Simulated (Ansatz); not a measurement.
# Ligand exchange: C3H7Cl + Sn(CH3)(SH) → C3H8S + Sn(CH3)Cl

Gas-phase species: C3H7Cl (1-chloropropane) `CCCCl`, singlet; Sn(CH3)(SH), singlet; C3H8S (1-propanethiol) `CCCS`, singlet; Sn(CH3)Cl, singlet. The partners trade Cl for SH: C–Cl and Sn–SH bonds give way to C–SH and Sn–Cl.

Shapes, held fixed at every level: PBE0-D4/def2-TZVP. Flexible molecules stand in one conformer, not always the lowest. Programs: Ansatz 0.2.0. Electronic energies: no zero-point or thermal term.

**Question.** Estimate ΔE of this reaction.

**Answer.** The highest level, CCSD(T)/def2-TZVPP, gives ΔE = -35.1 kJ/mol; the levels span -39.1 to -32.2. The column of differences is taken from that level and isn't an error. No measured value is set beside it here. For atoms past krypton def2 sets carry core potentials with scalar relativity. Outer-core shells of Sn are correlated, in sets that cover them unevenly.

```
               level                    kind  ΔE (kJ/mol)  less CCSD(T)/def2-TZVPP
   PBE-D4/def2-TZVPP                     GGA        -32.2                     +2.9
r2SCAN-D4/def2-TZVPP                meta-GGA        -35.0                     +0.1
  PBE0-D4/def2-TZVPP           global hybrid        -35.4                     -0.3
  wB97M-V/def2-TZVPP  range-separated hybrid        -39.1                     -4.0
   B2PLYP/def2-TZVPP           double hybrid        -36.7                     -1.6
      MP2/def2-TZVPP     perturbation theory        -36.3                     -1.2
  CCSD(T)/def2-TZVPP   coupled cluster or CI        -35.1                      0.0
```

The exchange is exothermic at every level, so its direction doesn't depend on the choice of method. The likely driving force is bond polarity. Tin is much more electropositive than carbon, and chlorine is more electronegative than sulfur, so moving chlorine to tin gains more ionic stabilisation in Sn–Cl than is lost in giving up C–Cl for C–S. Thiolate is the softer ligand and the better π donor into the empty 5p orbital of the stannylene. Both should favour Sn–SH, but evidently they don't outweigh the polar term.

One single bond to carbon and one to tin are exchanged on each side, and tin stays divalent, so much of the correlation energy should cancel. This fits the closeness of MP2 to CCSD(T). The near-coincidence of r2SCAN with CCSD(T), at +0.1 kJ/mol, probably owes something to such cancellation and doesn't establish comparable accuracy for the separate bond energies.

A favourable exchange energy doesn't show that exchange would prevail over insertion of tin(II) into the C–Cl bond, a familiar stannylene reaction.
